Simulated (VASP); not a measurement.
# Fe (Fm-3m) in VASP: equation of state

Aim: energy against volume of Fe in PBE, for its equilibrium volume and stiffness.

Everything below comes from runs of VASP 6.6.1. Logs are shortened: lines on timing, memory, paths and dates and some standing lists are left out, and cuts for length are marked.

### 1 The crystal as given

The structure is cubic, space group Fm-3m (No. 225). Conventional cell: a = 3.656 Å, b = 3.656 Å, c = 3.656 Å, α = 90.00°, β = 90.00°, γ = 90.00°. Fe (site symmetry m-3m) has 12 Fe at 2.58 Å as nearest neighbours.

This isn't the form of Fe at room conditions, which is bcc.

### 2 Equation of state, PBE, collinear spin, ferromagnetic start, 11.72 Å³/atom (volume scaled by 0.96)

The input, INCAR:

```
PREC = Accurate
ENCUT = 520
EDIFF = 1E-7
ISMEAR = -1
SIGMA = 0.05
LREAL = F
LASPH = T
NELM = 120
ALGO = Normal
ISIF = 2
LWAVE = F
LCHARG = F
ISPIN = 2
MAGMOM = 3
LORBIT = 11
LMAXMIX = 4
GGA = PE
NBANDS = 14
```

The input, KPOINTS:

```
regular mesh
0
Gamma
  12 12 12
```

The input, POSCAR:

```
Fe
1.0
    0.0000000000      1.8030728870      1.8030728870
    1.8030728870      0.0000000000      1.8030728870
    1.8030728870      1.8030728870      0.0000000000
Fe
1
Direct
    0.0000000000      0.0000000000      0.0000000000
```

Potentials or basis: VASP PAW PBE potentials, release 64 (Fe).

Launch:

```console
$ cat potpaw_PBE.64/Fe/POTCAR > POTCAR
$ mpirun -np 1 vasp_std > vasp.out
```

OUTCAR:

```text
PREC = Accurate
   ENCUT = 520
   EDIFF = 1E-7
   ISMEAR = -1
   LREAL = F
   LASPH = T
   NELM = 120
   ISIF = 2
   ISPIN = 2
   LORBIT = 11
   GGA = PE

 ion  position               nearest neighbor table
   1  0.000  0.000  0.000-

  LATTYP: Found a face centered cubic cell.
 ALAT       =     3.6061457740

  Lattice vectors:

 A1 = (   0.0000000000,   1.8030728870,   1.8030728870)
 A2 = (   1.8030728870,   0.0000000000,   1.8030728870)
 A3 = (   1.8030728870,   1.8030728870,   0.0000000000)

Analysis of symmetry for initial positions (statically):
=====================================================================
 Subroutine PRICEL returns:
 Original cell was already a primitive cell.

 Routine SETGRP: Setting up the symmetry group for a
 face centered cubic supercell.

 Subroutine GETGRP returns: Found 48 space group operations
 (whereof 48 operations were pure point group operations)
 out of a pool of 48 trial point group operations.

The static configuration has the point symmetry O_h .

Analysis of symmetry for dynamics (positions and initial velocities):
=====================================================================
 Subroutine PRICEL returns:
 Original cell was already a primitive cell.

 Routine SETGRP: Setting up the symmetry group for a
 face centered cubic supercell.

 Subroutine GETGRP returns: Found 48 space group operations
 (whereof 48 operations were pure point group operations)
 out of a pool of 48 trial point group operations.

The dynamic configuration has the point symmetry O_h .

Analysis of structural, dynamic, and magnetic symmetry:
=====================================================================
 Subroutine PRICEL returns:
 Original cell was already a primitive cell.

 Routine SETGRP: Setting up the symmetry group for a
 face centered cubic supercell.

 Subroutine GETGRP returns: Found 48 space group operations
 (whereof 48 operations were pure point group operations)
 out of a pool of 48 trial point group operations.

The overall configuration has the point symmetry O_h .

 Subroutine INISYM returns: Found 48 space group operations
 (whereof 48 operations are pure point group operations),
 and found     1 'primitive' translations

----------------------------------------------------------------------------------------

                                     Primitive cell

  volume of cell :      11.7238

  direct lattice vectors                    reciprocal lattice vectors
     0.000000000  1.803072887  1.803072887    -0.277304375  0.277304375  0.277304375
     1.803072887  0.000000000  1.803072887     0.277304375 -0.277304375  0.277304375
     1.803072887  1.803072887  0.000000000     0.277304375  0.277304375 -0.277304375

  length of vectors
[... 158 lines left out ...]
 fundamental gap:      0.0224428850
 Fermi energy:         5.6994333133

 spin component 1

 k-point     1 :       0.0000    0.0000    0.0000
  band No.  band energies     occupation
      1      -2.7772      1.00000
      2       3.2839      1.00000
      3       3.2839      1.00000
      4       3.2839      1.00000
      5       4.3053      1.00000
      6       4.3053      1.00000
      7      27.7149      0.00000
      8      31.9345      0.00000
      9      31.9345      0.00000
     10      31.9345      0.00000
     11      34.8187      0.00000
     12      34.8187      0.00000
     13      34.8187      0.00000
     14      37.3621      0.00000
[... 651 lines left out ...]
      3       5.0587      1.00000
      4       5.3509      0.99906
      5       5.3509      0.99906
      6       6.7964      0.00000
      7      17.1686      0.00000
      8      20.5875      0.00000
      9      20.5875      0.00000
     10      25.0365      0.00000
     11      28.8814      0.00000
     12      47.3939      0.00000
     13      49.8488      0.00000
     14      49.8488      0.00000

 [... further k-points ...]

 spin component 2

 k-point     1 :       0.0000    0.0000    0.0000
  band No.  band energies     occupation
      1      -2.5400      1.00000
      2       5.5616      0.94033
      3       5.5616      0.94027
      4       5.5616      0.94026
      5       7.2046      0.00000
      6       7.2047      0.00000
      7      27.3582      0.00000
      8      32.3101      0.00000
      9      32.3101      0.00000
     10      32.3101      0.00000
     11      35.5416      0.00000
     12      35.5416      0.00000
     13      35.5416      0.00000
     14      36.7451      0.00000
[... 651 lines left out ...]
      3       7.4737      0.00000
      4       7.9194      0.00000
      5       7.9194      0.00000
      6       8.0747      0.00000
      7      18.3532      0.00000
      8      21.1071      0.00000
      9      21.1071      0.00000
     10      25.8036      0.00000
     11      29.6602      0.00000
     12      47.9140      0.00000
     13      50.0058      0.00000
     14      50.0058      0.00000

 [... further k-points ...]

------------------------ aborting loop because EDIFF is reached ----------------------------------------

 total charge

# of ion       s       p       d       tot
------------------------------------------
    1        0.481   0.518   6.207   7.206

 magnetization (x)

# of ion       s       p       d       tot
------------------------------------------
    1       -0.019  -0.049   2.562   2.494

  FORCE on cell =-STRESS in cart. coord.  units (eV):
  Direction    XX          YY          ZZ          XY          YZ          ZX
  --------------------------------------------------------------------------------------
  -------------------------------------------------------------------------------------
  Total        0.2222726      0.2222726      0.2222726      0.0000000     -0.0000000      0.0000000
  in kB       30.3757207     30.3757207     30.3757207      0.0000000     -0.0000000      0.0000000
  external PRESSURE =      30.3757207 kB  Pullay stress =       0.0000000 kB

 VOLUME and BASIS-vectors are now :
 -----------------------------------------------------------------------------
  energy-cutoff  :      520.00
  volume of cell :       11.72
      direct lattice vectors                 reciprocal lattice vectors
     0.000000000  1.803072887  1.803072887    -0.277304375  0.277304375  0.277304375
     1.803072887  0.000000000  1.803072887     0.277304375 -0.277304375  0.277304375
     1.803072887  1.803072887  0.000000000     0.277304375  0.277304375 -0.277304375

 POSITION                                       TOTAL-FORCE (eV/Angst)
 -----------------------------------------------------------------------------------
      0.00000      0.00000      0.00000        -0.000000     -0.000000      0.000000
 -----------------------------------------------------------------------------------
    total drift:                                0.000000      0.000000      0.000000

  FREE ENERGIE OF THE ION-ELECTRON SYSTEM (eV)
  ---------------------------------------------------
  free  energy   TOTEN  =        -8.0851742896 eV

  energy  without entropy=       -8.0745670809  energy(sigma->0) =       -8.07987069

 total charge

# of ion       s       p       d       tot
------------------------------------------
    1        0.481   0.518   6.207   7.206

 magnetization (x)

# of ion       s       p       d       tot
------------------------------------------
    1       -0.019  -0.049   2.562   2.494
```

OSZICAR:

```text
N       E                     dE             d eps       ncg     rms          rms(c)
DAV:   1     0.226937404153E+02    0.22694E+02   -0.38687E+03  4340   0.693E+02
DAV:   2    -0.802320499528E+01   -0.30717E+02   -0.28045E+02  4308   0.128E+02
[... 12 lines left out ...]
DAV:  15    -0.808516522397E+01   -0.32916E-03   -0.45967E-04  5224   0.167E-01    0.487E-02
DAV:  16    -0.808515720365E+01    0.80203E-05   -0.48035E-06  5382   0.169E-02    0.520E-02
DAV:  17    -0.808516805569E+01   -0.10852E-04   -0.62053E-06  4938   0.182E-02    0.337E-02
DAV:  18    -0.808517398483E+01   -0.59291E-05   -0.19144E-05  5062   0.318E-02    0.709E-03
DAV:  19    -0.808517429056E+01   -0.30573E-06   -0.67235E-07  3900   0.636E-03    0.922E-04
DAV:  20    -0.808517428963E+01    0.92712E-09   -0.56216E-08  2268   0.195E-03
   1 F= -.80851743E+01 E0= -.80798707E+01  d E =-.106072E-01  mag=     2.4994
```

stdout:

```text
POSCAR found type information on POSCAR Fe
 POSCAR found :  1 types and       1 ions
 scaLAPACK will be used
 LDA part: xc-table for (Slater+PW92), standard interpolation
 POSCAR, INCAR and KPOINTS ok, starting setup
 FFT: planning ... GRIDC
 FFT: planning ... GRID_SOFT
 FFT: planning ... GRID
 WAVECAR not read
 entering main loop
```

Wall time 26 s (1 thread of Intel Xeon Platinum 8488C (Sapphire Rapids), shared host); peak memory 0.14 GiB.

Results:

| Quantity | Value |
| --- | --- |
| Free energy | -8.0852 eV |
| Pressure | 3.0 GPa |
| Band gap on the k mesh | none (metal or under the smearing width) |
| Net moment | 2.50 μB per cell |
| Site moments | Fe +2.49 μB |
| Valence electrons inside the program's atomic spheres | Fe 7.21 |

### 3 Equation of state, PBE, collinear spin, ferromagnetic start, 11.97 Å³/atom (volume scaled by 0.98)

The input, INCAR:

```
SYSTEM = Fe
PREC = Accurate ; ENCUT = 520
EDIFF = 1E-7 ; ISMEAR = -1
SIGMA = 0.05 ; LREAL = .FALSE.
LASPH = .TRUE. ; NELM = 120
ALGO = Normal ; ISIF = 2
LWAVE = .FALSE. ; LCHARG = .FALSE.
ISPIN = 2 ; MAGMOM = 3
LORBIT = 11 ; LMAXMIX = 4
GGA = PE ; NBANDS = 14
```

The input, KPOINTS:

```
Automatic mesh
0
G
  12 12 12
  0 0 0
```

The input, POSCAR:

```
Fe
1.0
    0.0000000000      1.8155082653      1.8155082653
    1.8155082653      0.0000000000      1.8155082653
    1.8155082653      1.8155082653      0.0000000000
Fe
1
Direct
    0.0000000000      0.0000000000      0.0000000000
```

Potentials or basis: VASP PAW PBE potentials, release 64 (Fe).

Launch:

```console
$ cat potpaw_PBE.64/Fe/POTCAR > POTCAR
$ mpirun -np 1 vasp_std > vasp.out
```

Wall time 32 s (1 thread of Intel Xeon Platinum 8488C (Sapphire Rapids), shared host); peak memory 0.14 GiB.

It converged, with:

| Item | Value |
| --- | --- |
| Free energy | -8.0873 eV |
| Pressure | 0.0 GPa |
| Band gap on the k mesh | none (metal or under the smearing width) |
| Net moment | 2.55 μB per cell |
| Site moments | Fe +2.54 μB |
| Valence electrons inside the program's atomic spheres | Fe 7.17 |

[end of part 1 of 2]
